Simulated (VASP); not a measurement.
# MgO (Fm-3m) in VASP: further runs

One crystal, MgO, is run at these levels: PBEsol; tasks: single point.

Program: VASP 6.6.1. These are calculated values, not measurements. Logs are shortened: lines on timing, memory, paths and dates and some standing lists are left out, and cuts for length are marked.

**Experimental background.**

From “Electronic structure of alkaline earth and post-transition metal oxides”, 2009, arxiv:0908.1581, for a bulk crystal of MgO: band gap 7.83 eV.

The results are compared with them further down.

## (1) Starting point

Symmetry: Fm-3m, No. 225, cubic system. Conventional cell: a = 4.208 Å, b = 4.208 Å, c = 4.208 Å, α = 90.00°, β = 90.00°, γ = 90.00°. Mg (site symmetry m-3m) has 6 O at 2.10 Å as nearest neighbours. O (site symmetry m-3m) is surrounded by 6 Mg at 2.10 Å.

## (2) Single point, PBEsol

INCAR reads:

```
SYSTEM = MgO
  PREC = Accurate
  ENCUT = 700
  EDIFF = 1E-6
  ISMEAR = 0
  SIGMA = 0.02
  LREAL = .FALSE.
  LASPH = .TRUE.
  NELM = 80
  ALGO = Normal
  ISIF = 2
  LWAVE = .FALSE.
  LCHARG = .FALSE.
  GGA = PS
  NBANDS = 11
```

KPOINTS reads:

```
Automatic mesh
0
G
  10 10 10
  0 0 0
```

POSCAR reads:

```
MgO
1.0
    0.0000000000      2.1038000000      2.1038000000
    2.1038000000      0.0000000000      2.1038000000
    2.1038000000      2.1038000000      0.0000000000
Mg O
1 1
Direct
    0.0000000000      0.0000000000      0.0000000000
    0.5000000000      0.5000000000      0.5000000000
```

Potentials or basis: VASP PAW PBE potentials, release 64 (Mg, O).

Run with:

```console
> cat potpaw_PBE.64/Mg/POTCAR potpaw_PBE.64/O/POTCAR > POTCAR
> mpirun -np 1 vasp_std > vasp.out
```

OUTCAR:

```text
SYSTEM = MgO
   PREC = Accurate
   ENCUT = 700
   EDIFF = 1E-6
   ISMEAR = 0
   LREAL = .FALSE.
   LASPH = .TRUE.
   NELM = 80
   ISIF = 2
   GGA = PS

 ion  position               nearest neighbor table
   1  0.000  0.000  0.000-   2 2.10   2 2.10   2 2.10   2 2.10   2 2.10   2 2.10
   2  0.500  0.500  0.500-   1 2.10   1 2.10   1 2.10   1 2.10   1 2.10   1 2.10

  LATTYP: Found a face centered cubic cell.
 ALAT       =     4.2076000000

  Lattice vectors:

 A1 = (   0.0000000000,   2.1038000000,   2.1038000000)
 A2 = (   2.1038000000,   0.0000000000,   2.1038000000)
 A3 = (   2.1038000000,   2.1038000000,   0.0000000000)

Analysis of symmetry for initial positions (statically):
=====================================================================
 Subroutine PRICEL returns:
 Original cell was already a primitive cell.

 Routine SETGRP: Setting up the symmetry group for a
 face centered cubic supercell.

 Subroutine GETGRP returns: Found 48 space group operations
 (whereof 48 operations were pure point group operations)
 out of a pool of 48 trial point group operations.

The static configuration has the point symmetry O_h .

Analysis of symmetry for dynamics (positions and initial velocities):
=====================================================================
 Subroutine PRICEL returns:
 Original cell was already a primitive cell.

 Routine SETGRP: Setting up the symmetry group for a
 face centered cubic supercell.

 Subroutine GETGRP returns: Found 48 space group operations
 (whereof 48 operations were pure point group operations)
 out of a pool of 48 trial point group operations.

The dynamic configuration has the point symmetry O_h .

 Subroutine INISYM returns: Found 48 space group operations
 (whereof 48 operations are pure point group operations),
 and found     1 'primitive' translations

----------------------------------------------------------------------------------------

                                     Primitive cell

  volume of cell :      18.6227

  direct lattice vectors                    reciprocal lattice vectors
     0.000000000  2.103800000  2.103800000    -0.237665177  0.237665177  0.237665177
     2.103800000  0.000000000  2.103800000     0.237665177 -0.237665177  0.237665177
     2.103800000  2.103800000  0.000000000     0.237665177  0.237665177 -0.237665177

  length of vectors
     2.975222493  2.975222493  2.975222493     0.411648162  0.411648162  0.411648162

  position of ions in fractional coordinates (direct lattice)
     0.000000000  0.000000000  0.000000000
     0.500000000  0.500000000  0.500000000

  ion indices of the primitive-cell ions
   primitive index   ion index
                 1           1
                 2           2

----------------------------------------------------------------------------------------

 KPOINTS: Automatic mesh

Automatic generation of k-mesh.
 Grid dimensions read from file:
 generate k-points for:   10   10   10

 Generating k-lattice:

  Cartesian coordinates                     Fractional coordinates (reciprocal lattice)
    -0.023766518  0.023766518  0.023766518     0.100000000  0.000000000  0.000000000
     0.023766518 -0.023766518  0.023766518     0.000000000  0.100000000  0.000000000
     0.023766518  0.023766518 -0.023766518     0.000000000  0.000000000  0.100000000

  Length of vectors
     0.041164816  0.041164816  0.041164816

  Shift w.r.t. Gamma in fractional coordinates (k-lattice)
     0.000000000  0.000000000  0.000000000

 Subroutine IBZKPT returns following result:
 ===========================================

 Found     47 irreducible k-points:

 Following reciprocal coordinates:
            Coordinates               Weight
  0.000000  0.000000  0.000000      1.000000
  0.100000  0.000000  0.000000      8.000000
  0.200000  0.000000  0.000000      8.000000
  0.300000  0.000000  0.000000      8.000000
  0.400000  0.000000  0.000000      8.000000
  0.500000  0.000000  0.000000      4.000000
[... 16 lines left out ...]
  0.300000  0.300000  0.000000      6.000000
  0.400000  0.300000  0.000000     24.000000
 [... further k-points ...]
   k-points           NKPTS =     47   k-points in BZ     NKDIM =     47   number of bands    NBANDS=     11
   number of dos      NEDOS =    301   number of ions     NIONS =      2
   total plane-waves  NPLWV =  21952
   dimension x,y,z NGX =    28 NGY =   28 NGZ =   28
   dimension x,y,z NGXF=    56 NGYF=   56 NGZF=   56
   ions per type =               1   1
   NGX,Y,Z   is equivalent  to a cutoff of  15.65, 15.65, 15.65 a.u.
   NGXF,Y,Z  is equivalent  to a cutoff of  31.29, 31.29, 31.29 a.u.
 SYSTEM =  MgO
   PREC   = accura    normal or accurate (medium, high low for compatibility)
   ISTART =      0    job   : 0-new  1-cont  2-samecut
   ICHARG =      2    charge: 1-file 2-atom 10-const
   ISPIN  =      1    spin polarized calculation?
   LNONCOLLINEAR =      F non collinear calculations
   LSORBIT =      F    spin-orbit coupling
   LASPH  =      T    aspherical Exc in radial PAW
   ENCUT  =  700.0 eV  51.45 Ry    7.17 a.u.   6.42  6.42  6.42*2*pi/ulx,y,z
   NELM   =     80;   NELMIN=  2; NELMDL= -5     # of ELM steps
   EDIFF  = 0.1E-05   stopping-criterion for ELM
   LREAL  =      F    real-space projection
   EDIFFG = 0.1E-04   stopping-criterion for IOM
   NSW    =      0    number of steps for IOM
   IBRION =     -1    ionic relax: 0-MD 1-quasi-New 2-CG
   NFREE  =      0    steps in history (QN), initial steepest desc. (CG)
   ISIF   =      2    stress and relaxation
   ISYM   =      2    0-nonsym 1-usesym 2-fastsym
   POTIM  = 0.5000    time-step for ionic-motion
   TEBEG  =    0.0;   TEEND  =   0.0 temperature during run
   PSTRESS=    0.0 pullay stress
   NELECT =       8.0000    total number of electrons
   NUPDOWN=      -1.0000    fix difference up-down
   EMIN   =  10.00;   EMAX   =-10.00  energy-range for DOS
   EFERMI =   0.00;   METHOD = LEGACY
   ISMEAR =     0;   SIGMA  =   0.02  broadening in eV -4-tet -1-fermi 0-gaus
   EFERMI_NEDOS =   21; number of points for ismear=-14 and -15
   IALGO  =     38    algorithm
   IMIX   =      4    mixing-type and parameters
     AMIX     =   0.40;   BMIX     =  1.00
     AMIX_MAG =   1.60;   BMIX_MAG =  1.00
  volume/ion in A,a.u.               =       9.31        62.84
  Fermi-wavevector in a.u.,A,eV,Ry     =   1.235256  2.334296 20.760557  1.525858
  Thomas-Fermi vector in A             =   2.369913
   LORBIT       =      0    0 simple, 1 ext, 2 COOP (PROOUT), +10 PAW based schemes
   GGA     = PS    functional components
   LHFCALC =     F    Hartree Fock is set to
   AEXX    =    0.0000 exact exchange contribution
   IVDW    =     0    specifies the selected vdW correction
   LEPSILON=     F    determine dielectric tensor
   LRPA    =     F    only Hartree local field effects (RPA)
 non-spin polarized calculation
 Gauss-broadening in eV      SIGMA  =   0.02
  energy-cutoff  :      700.00
  volume of cell :       18.62
 maximum number of plane-waves:       801
 NGX is ok and might be reduce to    28

 number of electron       7.9999999 magnetization

 Free energy of the ion-electron system (eV)
  ---------------------------------------------------
  ext. energy  EPLUGINS =         0.00000000
  ---------------------------------------------------
  free energy    TOTEN  =       -12.51835409 eV

  energy without entropy =      -12.51835409  energy(sigma->0) =      -12.51835409

 E-fermi :   3.1987     XC(G=0): -11.3252

 val. band max:        3.0872570630   @ k =   0.0000   0.0000   0.0000
 cond. band min:       7.7550075751   @ k =   0.0000   0.0000   0.0000
 fundamental gap:      4.6677505121
 Fermi energy:         3.1987340099

 k-point     1 :       0.0000    0.0000    0.0000
  band No.  band energies     occupation
      1     -14.1321      2.00000
      2       3.0873      2.00000
      3       3.0873      2.00000
      4       3.0873      2.00000
      5       7.7550      0.00000
      6      18.7412      0.00000
      7      18.7412      0.00000
      8      18.7412      0.00000
      9      22.5902      0.00000
     10      24.4799      0.00000
     11      24.4799      0.00000

 k-point     2 :       0.1000    0.0000    0.0000
  band No.  band energies     occupation
      1     -14.0239      2.00000
      2       2.4231      2.00000
      3       3.0179      2.00000
      4       3.0179      2.00000
      5       8.3886      0.00000
      6      17.4782      0.00000
      7      18.9839      0.00000
      8      18.9839      0.00000
      9      23.7597      0.00000
     10      23.7597      0.00000
     11      24.2765      0.00000

 k-point     3 :       0.2000    0.0000    0.0000
  band No.  band energies     occupation
      1     -13.7259      2.00000
      2       1.0821      2.00000
      3       2.8430      2.00000
      4       2.8430      2.00000
      5       9.5808      0.00000
      6      15.9719      0.00000
      7      19.4789      0.00000
      8      19.4789      0.00000
      9      23.0653      0.00000
     10      23.0653      0.00000
     11      25.2615      0.00000
[... 267 lines left out ...]
 k-point    23 :       0.3000    0.3000    0.0000
  band No.  band energies     occupation
      1     -13.1145      2.00000
      2      -0.1169      2.00000
      3       2.1332      2.00000
      4       2.1332      2.00000
      5      11.8893      0.00000
      6      13.3332      0.00000
      7      17.4327      0.00000
      8      20.9250      0.00000
      9      20.9250      0.00000
     10      27.1503      0.00000
     11      30.4440      0.00000

 k-point    24 :       0.4000    0.3000    0.0000
  band No.  band energies     occupation
      1     -12.8592      2.00000
      2      -0.5495      2.00000
      3       1.7596      2.00000
      4       1.9839      2.00000
      5      12.5839      0.00000
      6      13.1087      0.00000
      7      16.6029      0.00000
      8      21.1754      0.00000
      9      21.3803      0.00000
     10      27.8921      0.00000
     11      30.0447      0.00000

 [... further k-points ...]

------------------------ aborting loop because EDIFF is reached ----------------------------------------

  FORCE on cell =-STRESS in cart. coord.  units (eV):
  Direction    XX          YY          ZZ          XY          YZ          ZX
  --------------------------------------------------------------------------------------
  -------------------------------------------------------------------------------------
  Total       -0.0030761     -0.0030761     -0.0030761      0.0000000      0.0000000      0.0000000
  in kB       -0.2646465     -0.2646465     -0.2646465      0.0000000      0.0000000      0.0000000
  external PRESSURE =      -0.2646465 kB  Pullay stress =       0.0000000 kB

 VOLUME and BASIS-vectors are now :
 -----------------------------------------------------------------------------
  energy-cutoff  :      700.00
  volume of cell :       18.62
      direct lattice vectors                 reciprocal lattice vectors
     0.000000000  2.103800000  2.103800000    -0.237665177  0.237665177  0.237665177
     2.103800000  0.000000000  2.103800000     0.237665177 -0.237665177  0.237665177
     2.103800000  2.103800000  0.000000000     0.237665177  0.237665177 -0.237665177

 POSITION                                       TOTAL-FORCE (eV/Angst)
 -----------------------------------------------------------------------------------
      0.00000      0.00000      0.00000        -0.000000     -0.000000     -0.000000
      2.10380      2.10380      2.10380         0.000000      0.000000      0.000000
 -----------------------------------------------------------------------------------
    total drift:                                0.000000      0.000000      0.000000

  FREE ENERGIE OF THE ION-ELECTRON SYSTEM (eV)
  ---------------------------------------------------
  free  energy   TOTEN  =       -12.5183540906 eV

  energy  without entropy=      -12.5183540906  energy(sigma->0) =      -12.51835409
```

Wall time 15 s (1 thread of Intel Xeon Platinum 8488C (Sapphire Rapids), shared host); peak memory 0.16 GiB.

What came out:

* Free energy: -12.5184 eV
* Pressure: 0.0 GPa
* Band gap on the k mesh: 4.67 eV, direct

Caveat: the PAW data sets were made with another functional, which shifts forces and pressure a little.

## (3) Single point, PBEsol

INCAR: that of step 2 with these lines changed.

```diff
@@ -2,3 +2,3 @@
   PREC = Accurate
-  ENCUT = 700
+  ENCUT = 520
   EDIFF = 1E-6
```

KPOINTS reads:

```
Automatic mesh
0
G
  14 14 14
  0 0 0
```

POSCAR is that of step 2.

Potentials or basis: VASP PAW PBE potentials, release 64 (Mg, O).

Run with:

```console
> cat potpaw_PBE.64/Mg/POTCAR potpaw_PBE.64/O/POTCAR > POTCAR
> mpirun -np 1 vasp_std > vasp.out
```

It took 12 s on 1 thread of Intel Xeon Platinum 8488C (Sapphire Rapids), shared host; peak memory 0.15 GiB.

The run converged. Its results:

- Free energy: -12.5124 eV
- Pressure: 0.2 GPa
- Band gap on the k mesh: 4.66 eV, direct

Levels at points of the mesh, in eV from the valence-band top:
| k point | band 1 | band 2 | band 3 | band 4 | band 5 | band 6 | band 7 | band 8 |
| --- | --- | --- | --- | --- | --- | --- | --- | --- |
| (0.00, 0.00, 0.00) | -17.22 | 0.00 | 0.00 | 0.00 | 4.66 | 15.65 | 15.65 | 15.65 |
| (0.50, 0.00, 0.00) | -15.90 | -4.69 | -0.67 | -0.67 | 7.76 | 12.54 | 16.21 | 16.21 |
| (0.50, 0.50, 0.00) | -15.63 | -4.16 | -1.37 | -1.37 | 8.92 | 9.91 | 13.01 | 18.89 |

Caveat: the PAW data sets were made with another functional, which shifts forces and pressure a little.

## (4) How close it comes

Step 2. A measured gap of MgO is 7.83 eV (quoted in “Electronic structure of alkaline earth and post-transition metal oxides”, 2009, arxiv:0908.1581); the calculated 4.67 eV misses it by -3.16 eV. The value is that of PBEsol, without temperature or zero-point motion. Semilocal functionals fall short of measured gaps as a rule.

Step 3. Against the measured gap of MgO, 7.83 eV (quoted in “Electronic structure of alkaline earth and post-transition metal oxides”, 2009, arxiv:0908.1581), the calculated 4.66 eV is off by -3.17 eV. The value is that of PBEsol on a finite k mesh, which can miss the band edges, without temperature or zero-point motion. Semilocal functionals fall short of measured gaps as a rule.
